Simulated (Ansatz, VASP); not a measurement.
**Sc3Al: VASP beside Ansatz**

```
Sc Al
1.0
     4.37479    0.00000    0.00000
     0.00000    4.37479    0.00000
     0.00000    0.00000    4.37479
Sc Al
3 1
Direct
  0.50000 0.00000 0.50000
  0.00000 0.50000 0.50000
  0.50000 0.50000 0.00000
  0.00000 0.00000 0.00000
```

Alike in both runs: functional PBEsol; k mesh 10 × 10 × 10; occupations gaussian, width 0.1 eV; no spin polarisation.

Ansatz relaxed the structure, and its values are those at the end. VASP's run is a single point on that final structure, the one shown.

|  | VASP | Ansatz |
| --- | --- | --- |
| version | VASP 6.6.1 | Ansatz 0.2.0 |
| potentials or method | VASP PAW PBE potentials, release 64 (Sc_sv, Al) | scalar-relativistic, plane waves, PAW |
| plane-wave cutoff (eV) | 520 | 420 |
| valence electrons in the cell | 36 | 36 |

```tsv
	VASP	Ansatz	Ansatz less VASP
gap on the k mesh at the Fermi level (eV)	none	none	-
pressure (GPa)	0.1	0.0	-0.08
```

A gap of «none» marks a metal or a gap that the smearing closes.

Caveats: the PAW data sets were made with another functional, which shifts forces and pressure a little (VASP).
